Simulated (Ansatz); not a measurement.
The system is TaN.

```
CELL_PARAMETERS angstrom
0.00000 2.21132 2.21132
2.21132 0.00000 2.21132
2.21132 2.21132 0.00000
ATOMIC_POSITIONS crystal
Ta 0.50000 0.50000 0.50000
N 0.00000 0.00000 0.00000
```

The cell comes from a database or a generator and needn't be the stable form of this composition.

Base run:

```yaml
Program: Ansatz 0.2.0
Functional: r2SCAN
Potentials_or_basis: Ansatz PAW
Cutoff: "500 eV (not typed: the program's choice for these potentials)"
k_mesh: 10 × 10 × 10
Occupations: fermi-dirac, width 0.05 eV
Spin: no spin polarisation
```

Its results: band gap on the k mesh none (metal or under the smearing width); pressure -6.2 GPa.

**Question.** After a change of settings the same cell gave: band gap on the k mesh none (metal or under the smearing width); pressure 3.3 GPa. Which change was it?
A. functional from r2SCAN to PBE; cutoff from 500 eV (not typed: the program's choice for these potentials) to 420 eV (not typed: the program's choice for these potentials); occupations from fermi-dirac, width 0.05 eV to gaussian, width 0.012 eV
B. functional from r2SCAN to RPBE; cutoff from 500 eV (not typed: the program's choice for these potentials) to 420 eV (not typed: the program's choice for these potentials)
C. functional from r2SCAN to revPBE; cutoff from 500 eV (not typed: the program's choice for these potentials) to 420 eV (not typed: the program's choice for these potentials)
D. functional from r2SCAN to PBEsol; cutoff from 500 eV (not typed: the program's choice for these potentials) to 420 eV (not typed: the program's choice for these potentials)

**Answer.** B.

Caveats: spin-orbit coupling is left out, which moves the levels of the heavy elements; the PAW data sets come from PBE, with cores solved anew for the run's functional, which leaves a small shift of forces and pressure.
